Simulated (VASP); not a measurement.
A run of VASP 6.6.1:

File INCAR:

```
SYSTEM = GaN
PREC = Accurate
ENCUT = 520
EDIFF = 1E-6
ISMEAR = 0
SIGMA = 0.02
LREAL = .False.
LASPH = .True.
NELM = 100
ALGO = Normal
ISIF = 2
LWAVE = .False.
LCHARG = .True.
GGA = PS
LELF = .True.
LVHAR = .True.
NBANDS = 16
```

The input KPOINTS:

```
regular mesh
0
Gamma
  10 10 10
  0 0 0
```

Contents of POSCAR:

```
GaN
1.0
    0.0000000000      2.2491150720      2.2491150720
    2.2491150720      0.0000000000      2.2491150720
    2.2491150720      2.2491150720      0.0000000000
Ga N
1 1
Direct
    0.0000000000      0.0000000000      0.0000000000
    0.7500000000      0.7500000000      0.7500000000
```

Potentials or basis: VASP PAW PBE potentials, release 64 (Ga_d, N).

The run is started by

```console
$ cat potpaw_PBE.64/Ga_d/POTCAR potpaw_PBE.64/N/POTCAR > POTCAR
$ mpirun -np 1 vasp_std > vasp.out
```

Hardware: 1 thread of AMD EPYC 9R45 (Zen 5), with other jobs on the host.

Q: How long does it take, and how much memory?

A: Run time: 10 s on 1 thread of AMD EPYC 9R45 (Zen 5) (shared host), peak memory 0.11 GiB. Counts: scf iterations 13, k points 47.
